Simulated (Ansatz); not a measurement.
# SiNi2: a film clamped to a substrate

Level of theory: DFT r2SCAN, scalar-relativistic, plane waves, PAW in Ansatz 0.2.0. Settings: plane waves to 500 eV, k-mesh 12×12×10 (Γ-centred), Gaussian smearing 0.15 eV. No spin polarisation. A magnetic state may lie lower. Energies are free energies at this smearing, counted from the undisturbed cell; pressure is positive in compression.

Reference structure (relaxed at this level; it needn't be the usual structure):

```
Si Ni
1.0
     3.86955    0.00000    0.00000
    -1.93477    3.35112    0.00000
     0.00000    0.00000    4.92681
Si Ni
2 4
Cartesian
  0.0000 2.2341 3.6951
  1.9348 1.1170 1.2317
  0.0000 0.0000 0.0000
  0.0000 0.0000 2.4634
  0.0000 2.2341 1.2317
  1.9348 1.1170 3.6951
```

The cell (6 atoms, V0 = 63.89 Å³) is strained by p along both x and y and by q along z, fractional coordinates fixed. τp = (1/V0) ∂E/∂p = (σxx + σyy)(1 + p)(1 + q) and τq = (1/V0) ∂E/∂q = σzz(1 + p)², with tension positive.

| p | q | ΔE (meV/atom) | τp (GPa) | τq (GPa) |
| --- | --- | --- | --- | --- |
| 0.000 | 0.000 | 0.00 | -0.09 | -0.05 |
| -0.015 | 0.000 | 9.51 | -19.45 | -3.95 |
| 0.015 | 0.000 | 8.48 | 16.70 | 3.42 |
| 0.000 | -0.015 | 2.92 | -3.82 | -5.96 |
| 0.000 | 0.015 | 2.52 | 3.52 | 4.97 |

Task: Get the second derivatives of the energy density.

Result: Central differences give A = ∂τp/∂p = 1205 GPa (C11 + C22 + 2 C12), C = ∂τq/∂q = 364 GPa (C33) and the cross term B = ∂τq/∂p = 246 GPa (C13 + C23); ∂τp/∂q = 245 GPa must equal B, and any difference shows higher-order terms. The ions are clamped.

Task: A film of this crystal grows with z along the normal on a substrate that imposes p. How does its thickness respond, and what does the misfit cost?

Result: Count p and q from the stress-free cell. A free surface needs τq = 0, so q = −(B/C) p = -0.67 p. The energy density left is (A − B²/C) p²/2 = M p², with the biaxial modulus M = 520 GPa; a misfit of 1 % costs 3.45 meV/atom, against 4.00 meV/atom if the thickness were held.

At p = 0.030 the energies along q are 31.2 (q = -0.030), 28.8 (q = -0.015), 32.5 (q = 0.000), 41.5 (q = 0.015), 54.8 (q = 0.030) meV/atom.

Task: Does the linear rule hold at this misfit?

Result: A parabola through the lowest point and its neighbours has its minimum at q = -0.017, 28.7 meV/atom. With the stress left in the starting cell, τp0 and τq0, linear elasticity gives q = −(τq0 + Bp)/C = -0.020 and E = V0(τp0 p + τq0 q + Ap²/2 + Bpq + Cq²/2)/N = 31.0 meV/atom. The two agree within a tenth in energy.

In a metal these slopes depend on the k mesh and the smearing.

The film resists in-plane misfit strongly, and freeing its thickness recovers only a modest part of the elastic energy. The contraction along z under in-plane tension is too small to conserve volume, so the misfit still stretches the metallic and Ni–Si bonding as a whole. Clamping the ions costs nothing here: in this Ni2In-type arrangement every atom sits on a site fixed by symmetry, and equal strain along x and y combined with strain along z preserves that symmetry.

At the larger tensile misfit, the film thins less than the linear rule predicts (q = -0.017 against -0.020) and stores less energy. This is ordinary anharmonicity: short-range repulsion stiffens the lattice in compression, while weakening overlap softens it in tension. A film under compressive misfit should therefore probably cost more than the linear estimate. Because hexagonal symmetry is imposed throughout, the results don't show whether the strained film would resist distortion towards the orthorhombic structure that Ni2Si adopts at low temperature.
